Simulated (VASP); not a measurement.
Input of a VASP 6.6.1 run:

INCAR

```
PREC     = Accurate       # precision mode
ENCUT    = 520            # plane-wave cutoff, eV
EDIFF    = 1E-6           # SCF threshold, eV
ISMEAR   = -1             # smearing method
SIGMA    = 0.1            # smearing width, eV
LREAL    = F              # projectors in reciprocal space
LASPH    = T              # aspherical terms in the spheres
NELM     = 60             # most SCF steps
ALGO     = Fast           # electronic algorithm
ISIF     = 2              # what is computed and relaxed
LWAVE    = F              # write WAVECAR
LCHARG   = F              # write CHGCAR
GGA      = PE             # functional
NBANDS   = 18             # bands
```

Contents of KPOINTS:

```
Automatic mesh
0
Gamma
  5 5 5
  0.5 0 0
```

The input POSCAR:

```
Ag
1.0
    3.3269220000      0.0058180000     -0.0056460000
    0.0058180000      3.3298590000     -0.0094210000
   -0.0056460000     -0.0094210000      3.3231060000
Ag
2
Direct
    0.0670410000      0.9733640000      0.9400340000
    0.5984410000      0.4794770000      0.4943350000
```

Potentials or basis: VASP PAW PBE potentials, release 64 (Ag).

The run is started by

```bash
$ cat potpaw_PBE.64/Ag/POTCAR > POTCAR
$ mpirun -np 1 vasp_std > vasp.out
```

Question: Estimate the pressure.

Answer: -0.7 GPa.

Question: Predict the band gap on the k mesh.

Answer: None (metal or under the smearing width).

Stress tensor (GPa, compression positive):
```
 1.36 -0.03  1.52
-0.03 -1.07  0.62
 1.52  0.62 -2.41
```

Caveat: the k mesh is coarse (spacing up to 0.38 Å⁻¹), so the values aren't converged.
